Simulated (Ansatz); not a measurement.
## TiB: pressure as volume scale varies

Periodic Kohn-Sham DFT of a crystal at fixed atoms, scaled to volume_scale times the given cell; pressure positive in compression, energy less spherical unpolarised free atoms, largest_vzz the field gradient of largest size among the nuclei. The results are calculated, by Ansatz 0.2.0.

The cell before it is scaled or strained (space group F-43m, No. 216):
```
CELL_PARAMETERS angstrom
0.00000 2.10100 2.10100
2.10100 0.00000 2.10100
2.10100 2.10100 0.00000
ATOMIC_POSITIONS crystal
Ti 0.75000 0.75000 0.75000
B 0.00000 0.00000 0.00000
```

Settings of every row: method all-electron LAPW; functional LDA; relativity scalar; k mesh 13x13x13; filling fermi-dirac; smearing width 0.05 eV; basis error target 0.25 meV/atom; nucleus gaussian.

Atom start moment: 0 on all atoms.

Limits: all rows lie far from zero pressure; cell far from its zero-pressure volume.

```
row  volume scale  V (Å³/atom)  pressure (GPa)  energy less free atoms (eV/atom)
  1          0.94        8.718         133.483                           -5.0842
  2          0.96        8.903               ?                                 ?
  3          0.98        9.089         114.214                           -5.3704
  4          0.99        9.181         109.813                           -5.4353
  5             1        9.274         105.566                           -5.4976
  6          1.01        9.367         101.466                           -5.5575
  7          1.02         9.46          97.507                           -5.6151
  8          1.04        9.645          89.991                           -5.7236
  9          1.06        9.831          82.976                           -5.8236
```

Question: what pressure should row 2 give?

Worked fit of pressure. Take u = (V_r/V)^(2/3) − 1 with V_r = 9.3205 Å³ an atom, which is twice the finite (Eulerian) strain; such expansions in the strain, on which the Birch-Murnaghan equation of state is built, carry the rest volume and the bulk modulus. The shown rows have u = 0.04556, 0.01691, 0.0101, 0.00334, -0.00331, -0.00986, -0.02256, -0.03493. Least squares give pressure = 103.4987 + 618.165 × u + 876.88 × u² GPa; a straight line predicts inner rows, each left out in turn, worse (root mean square 0.45 against 0.016 GPa). The rows lie off it by 0.001, 0.011, -0.019, -0.007, 0.004, 0.018, -0.008, 0.000 (root mean square 0.011 GPa). The withheld row has u = 0.03102, so the fit gives 103.4987 + 618.165 × (0.03102) + 876.88 × (0.03102)² = 123.518 GPa.

The calculation gave 123.501 GPa. The fit lies 0.017 GPa (0.034 % of the column's range) above it; its largest miss of a shown row is 0.019 GPa.

The other values of row 2: energy less free atoms -5.2329 eV/atom.
